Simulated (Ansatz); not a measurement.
GaAs, DFT, LDA, all-electron LAPW, scalar-relativistic (Ansatz 0.2.0), run on 1 thread of Intel(R) Xeon(R) 6975P-C (Granite Rapids) on a shared host.

The cell is COD entry 9008845, as deposited and not checked against the literature; nothing was relaxed. The listed cell was then made from it by scaling, straining or moving an atom.

Command: `ansatz run input.yaml --threads 1 --pin off --max-ram 3072MiB --backend cpu --events-out ev --progress --plain --runs-dir out`

```yaml
crystal:
  lattice:
    - [0.0, 2.82685, 2.7420445]
    - [2.82685, 0.0, 2.7420445]
    - [2.82685, 2.82685, 0.0]
  atoms:
    - { symbol: Ga, position: [0.0, 0.0, 0.0] }
    - { symbol: As, position: [0.75, 0.75, 0.75] }
kpoints:
  mp_grid: { grid: [11, 11, 11] }
  band_path:
    path:
      - [0.0, 0.0, 0.0]
      - [0.0, 0.5, 0.5]
      - [0.25, 0.75, 0.5]
      - [0.0, 0.5, 0.0]
      - [0.0, 0.0, 0.0]
      - [0.5, 0.5, 0.0]
      - [0.3828515251, 0.6171484749, 0.0]
      - [-0.3828515251, 0.3828515251, 0.0]
      - [0.0, 0.0, 0.0]
    npoints: 5
scf:
  occupations: { method: fermi_dirac, width: 0.05 }
hamiltonian:
  xc: lda
  pseudopotentials: { kind: all_electron, lapw: { basis_error: 0.0005 } }
output:
  forces: true
  stress: true
  eigenvalues: true
```

(1) How large is the problem that the program sets up?

(2) About how long does it take, and how much memory does it use?

## Answers

(1) 126 irreducible k-points, 637 plane waves at Γ, 27 bands.

(2) 33 s of wall time for 7 SCF iterations, with a peak of 0.62 GiB. Times on shared machines scatter by tens of per cent.
